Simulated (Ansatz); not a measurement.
One atom moved over a plane in BN

Method: Ansatz, DFT r2SCAN, scalar-relativistic, plane waves, PAW. Settings: plane waves to 500 eV, k-mesh 12×12×6 (Γ-centred), Gaussian smearing 0.05 eV. No spin polarisation. Energies are free energies at this smearing, counted from the undisturbed cell; pressure is positive in compression.

Reference structure (as given, not relaxed at this level; it stands at -4.7 GPa; this wurtzite form isn't the usual structure):

```xyz
4
Lattice="2.5539 0.0000 0.0000 -1.2770 2.2118 0.0000 0.0000 0.0000 4.2269" Properties=species:S:1:pos:R:3 pbc="T T T"
B     1.2770    0.7373    4.2257
B     0.0000    1.4745    2.1123
N     1.2770    0.7373    2.6430
N     0.0000    1.4745    0.5295
```

Atom 3 (N) is moved by p along (0.707, 0.707, 0.000) and q along (0.000, 0.000, 1.000) (Å), all else fixed. Points are written (p, q).

Energy above the undisturbed cell in eV/cell (a dash: not computed):

| p \ q | -0.200 | -0.100 | 0.000 | 0.100 | 0.200 |
| --- | --- | --- | --- | --- | --- |
| -0.200 | 1.25 | 0.69 | 0.43 | 0.54 | 1.12 |
| -0.100 | 0.81 | – | 0.12 | – | 0.96 |
| 0.000 | 0.65 | 0.17 | 0.00 | 0.21 | 0.90 |
| 0.100 | 0.84 | – | 0.13 | – | 0.97 |
| 0.200 | 1.46 | 0.87 | 0.57 | 0.65 | 1.20 |

Pressure in GPa:

```csv
p \ q,-0.200,-0.100,0.000,0.100,0.200
-0.200,9.8,3.8,0.4,0.7,6.0
-0.100,4.5,–,-3.4,–,4.3
0.000,2.5,-2.5,-4.7,-3.2,3.6
0.100,4.8,–,-3.1,–,4.4
0.200,12.5,6.1,2.3,2.2,7.2
```

Gap on the k-mesh in eV:

```csv
p \ q,-0.200,-0.100,0.000,0.100,0.200
-0.200,5.03,5.42,4.86,4.15,3.38
-0.100,5.48,–,5.35,–,3.65
0.000,5.80,6.03,5.76,4.87,3.88
0.100,5.56,–,5.41,–,3.68
0.200,5.15,5.58,5.01,4.27,3.49
```